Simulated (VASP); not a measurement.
# NaH (Fm-3m) in VASP: a series of runs

Runs on NaH. Level: PBE. Tasks: single point, relaxation of cell and atoms.

All numbers are computed with VASP 6.6.1; they aren't measurements. Logs are shortened: lines on timing, memory, paths and dates and some standing lists are left out, and cuts for length are marked.

### 1 The crystal as given

It takes space group Fm-3m (No. 225, cubic). The conventional cell has a = 4.832 Å, b = 4.832 Å, c = 4.832 Å, α = 90.00°, β = 90.00°, γ = 90.00°. Na (site symmetry m-3m) has 6 H at 2.42 Å as nearest neighbours. H (site symmetry m-3m) is surrounded by 6 Na at 2.42 Å.

### 2 Single point, PBE

The input, INCAR:

```
SYSTEM = NaH
PREC     = Accurate       ! precision mode
ENCUT    = 520            ! plane-wave cutoff, eV
EDIFF    = 1E-7           ! SCF threshold, eV
ISMEAR   = 0              ! smearing method
SIGMA    = 0.02           ! smearing width, eV
LREAL    = .FALSE.        ! projectors in reciprocal space
LASPH    = .TRUE.         ! aspherical terms in the spheres
NELM     = 60             ! most SCF steps
ALGO     = Normal         ! electronic algorithm
ISIF     = 2              ! what is computed and relaxed
LWAVE    = .FALSE.        ! write WAVECAR
LCHARG   = .TRUE.         ! write CHGCAR
GGA      = PE             ! functional
LELF     = .TRUE.         ! ELF
LVHAR    = .TRUE.       
NBANDS   = 11             ! bands
```

The input, KPOINTS:

```
regular mesh
0
G
  8 8 8
  0 0 0
```

The input, POSCAR:

```
NaH
1.0
    0.0000000000      2.4160403214      2.4160403214
    2.4160403214      0.0000000000      2.4160403214
    2.4160403214      2.4160403214      0.0000000000
Na H
1 1
Direct
    0.0000000000      0.0000000000      0.0000000000
    0.5000000000      0.5000000000      0.5000000000
```

Potentials or basis: VASP PAW PBE potentials, release 64 (Na_pv, H).

On the command line:

```console
cat potpaw_PBE.64/Na_pv/POTCAR potpaw_PBE.64/H/POTCAR > POTCAR
mpirun -np 1 vasp_std > vasp.out
```

OUTCAR:

```text
SYSTEM = NaH
   PREC = Accurate
   ENCUT = 520
   EDIFF = 1E-7
   ISMEAR = 0
   LREAL = .FALSE.
   LASPH = .TRUE.
   NELM = 60
   ISIF = 2
   GGA = PE

 ion  position               nearest neighbor table
   1  0.000  0.000  0.000-
   2  0.500  0.500  0.500-

  LATTYP: Found a face centered cubic cell.
 ALAT       =     4.8320806428

  Lattice vectors:

 A1 = (   0.0000000000,   2.4160403214,   2.4160403214)
 A2 = (   2.4160403214,   0.0000000000,   2.4160403214)
 A3 = (   2.4160403214,   2.4160403214,   0.0000000000)

Analysis of symmetry for initial positions (statically):
=====================================================================
 Subroutine PRICEL returns:
 Original cell was already a primitive cell.

 Routine SETGRP: Setting up the symmetry group for a
 face centered cubic supercell.

 Subroutine GETGRP returns: Found 48 space group operations
 (whereof 48 operations were pure point group operations)
 out of a pool of 48 trial point group operations.

The static configuration has the point symmetry O_h .

Analysis of symmetry for dynamics (positions and initial velocities):
=====================================================================
 Subroutine PRICEL returns:
 Original cell was already a primitive cell.

 Routine SETGRP: Setting up the symmetry group for a
 face centered cubic supercell.

 Subroutine GETGRP returns: Found 48 space group operations
 (whereof 48 operations were pure point group operations)
 out of a pool of 48 trial point group operations.

The dynamic configuration has the point symmetry O_h .

 Subroutine INISYM returns: Found 48 space group operations
 (whereof 48 operations are pure point group operations),
 and found     1 'primitive' translations

----------------------------------------------------------------------------------------

                                     Primitive cell

  volume of cell :      28.2061

  direct lattice vectors                    reciprocal lattice vectors
     0.000000000  2.416040321  2.416040321    -0.206950189  0.206950189  0.206950189
     2.416040321  0.000000000  2.416040321     0.206950189 -0.206950189  0.206950189
     2.416040321  2.416040321  0.000000000     0.206950189  0.206950189 -0.206950189

  length of vectors
     3.416796990  3.416796990  3.416796990     0.358448241  0.358448241  0.358448241

  position of ions in fractional coordinates (direct lattice)
     0.000000000  0.000000000  0.000000000
     0.500000000  0.500000000  0.500000000

  ion indices of the primitive-cell ions
   primitive index   ion index
                 1           1
                 2           2

----------------------------------------------------------------------------------------

 KPOINTS: regular mesh

Automatic generation of k-mesh.
 Grid dimensions read from file:
 generate k-points for:    8    8    8

 Generating k-lattice:

  Cartesian coordinates                     Fractional coordinates (reciprocal lattice)
    -0.025868774  0.025868774  0.025868774     0.125000000  0.000000000  0.000000000
     0.025868774 -0.025868774  0.025868774     0.000000000  0.125000000  0.000000000
     0.025868774  0.025868774 -0.025868774     0.000000000  0.000000000  0.125000000

  Length of vectors
     0.044806030  0.044806030  0.044806030

  Shift w.r.t. Gamma in fractional coordinates (k-lattice)
     0.000000000  0.000000000  0.000000000

 Subroutine IBZKPT returns following result:
 ===========================================

 Found     29 irreducible k-points:

 Following reciprocal coordinates:
            Coordinates               Weight
  0.000000  0.000000  0.000000      1.000000
  0.125000  0.000000  0.000000      8.000000
  0.250000  0.000000  0.000000      8.000000
  0.375000  0.000000  0.000000      8.000000
  0.500000  0.000000  0.000000      4.000000
  0.125000  0.125000  0.000000      6.000000
[... 16 lines left out ...]
  0.500000  0.250000  0.125000     48.000000
 -0.375000  0.250000  0.125000     24.000000
 [... further k-points ...]
   k-points           NKPTS =     29   k-points in BZ     NKDIM =     29   number of bands    NBANDS=     11
   number of dos      NEDOS =    301   number of ions     NIONS =      2
   total plane-waves  NPLWV =  21952
   dimension x,y,z NGX =    28 NGY =   28 NGZ =   28
   dimension x,y,z NGXF=    56 NGYF=   56 NGZF=   56
   ions per type =               1   1
   NGX,Y,Z   is equivalent  to a cutoff of  13.62, 13.62, 13.62 a.u.
   NGXF,Y,Z  is equivalent  to a cutoff of  27.25, 27.25, 27.25 a.u.
 SYSTEM =  NaH
   PREC   = accura    normal or accurate (medium, high low for compatibility)
   ISTART =      0    job   : 0-new  1-cont  2-samecut
   ICHARG =      2    charge: 1-file 2-atom 10-const
   ISPIN  =      1    spin polarized calculation?
   LNONCOLLINEAR =      F non collinear calculations
   LSORBIT =      F    spin-orbit coupling
   LASPH  =      T    aspherical Exc in radial PAW
   ENCUT  =  520.0 eV  38.22 Ry    6.18 a.u.   6.35  6.35  6.35*2*pi/ulx,y,z
   NELM   =     60;   NELMIN=  2; NELMDL= -5     # of ELM steps
   EDIFF  = 0.1E-06   stopping-criterion for ELM
   LREAL  =      F    real-space projection
   EDIFFG = 0.1E-05   stopping-criterion for IOM
   NSW    =      0    number of steps for IOM
   IBRION =     -1    ionic relax: 0-MD 1-quasi-New 2-CG
   NFREE  =      0    steps in history (QN), initial steepest desc. (CG)
   ISIF   =      2    stress and relaxation
   ISYM   =      2    0-nonsym 1-usesym 2-fastsym
   POTIM  = 0.5000    time-step for ionic-motion
   TEBEG  =    0.0;   TEEND  =   0.0 temperature during run
   PSTRESS=    0.0 pullay stress
   NELECT =       8.0000    total number of electrons
   NUPDOWN=      -1.0000    fix difference up-down
   EMIN   =  10.00;   EMAX   =-10.00  energy-range for DOS
   EFERMI =   0.00;   METHOD = LEGACY
   ISMEAR =     0;   SIGMA  =   0.02  broadening in eV -4-tet -1-fermi 0-gaus
   EFERMI_NEDOS =   21; number of points for ismear=-14 and -15
   IALGO  =     38    algorithm
   IMIX   =      4    mixing-type and parameters
     AMIX     =   0.40;   BMIX     =  1.00
     AMIX_MAG =   1.60;   BMIX_MAG =  1.00
  volume/ion in A,a.u.               =      14.10        95.17
  Fermi-wavevector in a.u.,A,eV,Ry     =   1.075616  2.032620 15.741262  1.156950
  Thomas-Fermi vector in A             =   2.211478
   LORBIT       =      0    0 simple, 1 ext, 2 COOP (PROOUT), +10 PAW based schemes
   GGA     = PE    functional components
   LHFCALC =     F    Hartree Fock is set to
   AEXX    =    0.0000 exact exchange contribution
   IVDW    =     0    specifies the selected vdW correction
   LEPSILON=     F    determine dielectric tensor
   LRPA    =     F    only Hartree local field effects (RPA)
 non-spin polarized calculation
 Gauss-broadening in eV      SIGMA  =   0.02
  energy-cutoff  :      520.00
  volume of cell :       28.21
 maximum number of plane-waves:       775
 NGX is ok and might be reduce to    28
   NGX = 13   NGY = 13   NGZ = 13

 number of electron       7.9999999 magnetization

 Free energy of the ion-electron system (eV)
  ---------------------------------------------------
  ext. energy  EPLUGINS =         0.00000000
  ---------------------------------------------------
  free energy    TOTEN  =        -5.08761265 eV

  energy without entropy =       -5.08761265  energy(sigma->0) =       -5.08761265

 E-fermi :  -0.9587     XC(G=0):  -7.7708

 val. band max:       -1.1127577023   @ k =  -0.2500   0.5000   0.2500
 cond. band min:       2.6480037405   @ k =   0.5000   0.0000   0.0000
 fundamental gap:      3.7607614428
 Fermi energy:        -0.9586756895

 k-point     1 :       0.0000    0.0000    0.0000
  band No.  band energies     occupation
      1     -23.2146      2.00000
      2     -23.2146      2.00000
      3     -23.2146      2.00000
      4      -4.7311      2.00000
      5       9.3078      0.00000
      6      14.4915      0.00000
      7      14.4915      0.00000
      8      14.4915      0.00000
      9      15.3500      0.00000
     10      15.3500      0.00000
     11      15.3500      0.00000

 k-point     2 :       0.1250    0.0000    0.0000
  band No.  band energies     occupation
      1     -23.2285      2.00000
      2     -23.2162      2.00000
      3     -23.2162      2.00000
      4      -4.4628      2.00000
      5       8.4269      0.00000
      6      11.8797      0.00000
      7      13.6787      0.00000
      8      13.6787      0.00000
      9      16.3422      0.00000
     10      16.3422      0.00000
     11      16.4847      0.00000

 k-point     3 :       0.2500    0.0000    0.0000
  band No.  band energies     occupation
      1     -23.2618      2.00000
      2     -23.2202      2.00000
      3     -23.2202      2.00000
      4      -3.7003      2.00000
      5       6.1128      0.00000
      6      10.4141      0.00000
      7      12.8916      0.00000
      8      12.8916      0.00000
      9      16.3234      0.00000
     10      16.3234      0.00000
     11      17.6863      0.00000

 k-point     4 :       0.3750    0.0000    0.0000
  band No.  band energies     occupation
      1     -23.2946      2.00000
      2     -23.2242      2.00000
      3     -23.2242      2.00000
      4      -2.6322      2.00000
      5       3.7647      0.00000
      6       9.8339      0.00000
      7      12.4255      0.00000
      8      12.4255      0.00000
      9      15.5567      0.00000
     10      15.5567      0.00000
     11      17.9415      0.00000
[... 239 lines left out ...]
 k-point    22 :       0.3750    0.2500    0.1250
  band No.  band energies     occupation
      1     -23.2693      2.00000
      2     -23.2365      2.00000
      3     -23.2256      2.00000
      4      -3.0857      2.00000
      5       5.7525      0.00000
      6       8.1238      0.00000
      7      11.1364      0.00000
      8      13.9976      0.00000
      9      14.3133      0.00000
     10      16.8904      0.00000
     11      19.5161      0.00000

 k-point    23 :       0.5000    0.2500    0.1250
  band No.  band energies     occupation
      1     -23.2865      2.00000
      2     -23.2461      2.00000
      3     -23.2306      2.00000
      4      -2.1429      2.00000
      5       4.2779      0.00000
      6       6.9677      0.00000
      7      10.2627      0.00000
      8      13.8747      0.00000
      9      15.1771      0.00000
     10      17.1761      0.00000
     11      19.3174      0.00000

 k-point    24 :      -0.3750    0.2500    0.1250
  band No.  band energies     occupation
      1     -23.2939      2.00000
      2     -23.2491      2.00000
      3     -23.2334      2.00000
      4      -1.5956      2.00000
      5       3.4320      0.00000
      6       6.7077      0.00000
      7       9.9058      0.00000
      8      13.8107      0.00000
      9      15.0380      0.00000
     10      18.2585      0.00000
     11      20.3600      0.00000

 [... further k-points ...]

------------------------ aborting loop because EDIFF is reached ----------------------------------------

  FORCE on cell =-STRESS in cart. coord.  units (eV):
  Direction    XX          YY          ZZ          XY          YZ          ZX
  --------------------------------------------------------------------------------------
  -------------------------------------------------------------------------------------
  Total       -0.0059354     -0.0059354     -0.0059354      0.0000000      0.0000000     -0.0000000
  in kB       -0.3371462     -0.3371462     -0.3371462      0.0000000      0.0000000     -0.0000000
  external PRESSURE =      -0.3371462 kB  Pullay stress =       0.0000000 kB

 VOLUME and BASIS-vectors are now :
 -----------------------------------------------------------------------------
  energy-cutoff  :      520.00
  volume of cell :       28.21
      direct lattice vectors                 reciprocal lattice vectors
     0.000000000  2.416040321  2.416040321    -0.206950189  0.206950189  0.206950189
     2.416040321  0.000000000  2.416040321     0.206950189 -0.206950189  0.206950189
     2.416040321  2.416040321  0.000000000     0.206950189  0.206950189 -0.206950189

 POSITION                                       TOTAL-FORCE (eV/Angst)
 -----------------------------------------------------------------------------------
      0.00000      0.00000      0.00000         0.000000      0.000000      0.000000
      2.41604      2.41604      2.41604        -0.000000      0.000000     -0.000000
 -----------------------------------------------------------------------------------
    total drift:                               -0.000000     -0.000000     -0.000000

  FREE ENERGIE OF THE ION-ELECTRON SYSTEM (eV)
  ---------------------------------------------------
  free  energy   TOTEN  =        -5.0876126498 eV

  energy  without entropy=       -5.0876126498  energy(sigma->0) =       -5.08761265
```

It took 5.6 s on 1 thread of Intel Xeon 6975P-C (Granite Rapids), shared host; peak memory 0.14 GiB.

Results:

* Free energy: -5.0876 eV
* Pressure: 0.0 GPa
* Band gap on the k mesh: 3.76 eV, indirect (least direct gap 4.62 eV)

[end of part 1 of 2]
